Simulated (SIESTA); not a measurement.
Se:

```
Se
1.0
     4.36620    0.00000    0.00000
    -2.18310    3.78124    0.00000
     0.00000    0.00000    4.95360
Se
3
Cartesian
  1.6910 2.9289 0.0000
  -0.4921 0.8523 3.3024
  0.9841 0.0000 1.6512
```

Base run:

```yaml
Program: SIESTA 5.4.2
Functional: PBE
Potentials_or_basis: PseudoDojo 0.4 standard (PBE files)
Basis: DZP (energy shift 0.003 Ry; two zetas on semicore shells)
Grid_cutoff: 500 Ry
Energy_shift: 0.003 Ry
k_mesh: 7 × 7 × 6
Occupations: fermi-dirac, width 0.05 eV
Spin: no spin polarisation
```

Its results: band gap on the k mesh 1.06 eV, indirect (least direct gap 1.33 eV); pressure 6.9 GPa; largest force 1.615 eV/Å.

Problem. The run is repeated on the same cell with these changes: functional from PBE to PBEsol; potentials or basis from PseudoDojo 0.4 standard (PBE files) to PseudoDojo 0.4 standard (PBEsol files). What comes out?

Solution. Band gap on the k mesh 1.02 eV, indirect (least direct gap 1.30 eV); pressure 4.4 GPa; largest force 1.508 eV/Å.

Caveats: an odd mesh through Γ misses points on the zone boundary, where band edges often lie; the basis of atomic orbitals isn't converged, which shifts pressures, moduli and gaps; forces of over 1 eV/Å show positions far from the minimum, so gaps and moduli don't describe the material at rest.
